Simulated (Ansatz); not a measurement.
**CsI at several levels of theory**

One geometry, relaxed with PBE, and single points on it; plane waves with PAW potentials in Ansatz, scalar-relativistic unless the row names spin-orbit coupling. No spin polarisation. Meshes are on the primitive cell of 2 atoms. Gaps are the least over mesh and band path; pressure is positive in compression. Smearing is Gaussian, 0.02 eV. Stresses of the hybrids are converged loosely, to a few tenths of a GPa.

```cif
data_structure
_symmetry_space_group_name_H-M 'Pm-3m'
_symmetry_Int_Tables_number 221
_cell_length_a 4.6660
_cell_length_b 4.6660
_cell_length_c 4.6660
_cell_angle_alpha 90.000
_cell_angle_beta 90.000
_cell_angle_gamma 90.000
_cell_volume 101.59
loop_
_atom_site_label
_atom_site_type_symbol
_atom_site_symmetry_multiplicity
_atom_site_Wyckoff_symbol
_atom_site_fract_x
_atom_site_fract_y
_atom_site_fract_z
_atom_site_occupancy
Cs1 Cs 1 a 0.00000 0.00000 0.00000 1
I1 I 1 b 0.50000 0.50000 0.50000 1
```

```tsv
level	cutoff (eV)	k mesh	gap (eV)	pressure (GPa)	rough cost with bands (core-min)
HSE06	420	4×4×4	4.67	-0.2	5
```

Task: What does PBE0 give on the same cell?

Result:
| level | cutoff (eV) | k mesh | gap (eV) | pressure (GPa) | rough cost with bands (core-min) |
| --- | --- | --- | --- | --- | --- |
| PBE0 | 420 | 4×4×4 | 5.35 | -0.2 | 5 |

Spin-orbit coupling is left out except in a row that names it, which matters for the bands of heavy elements.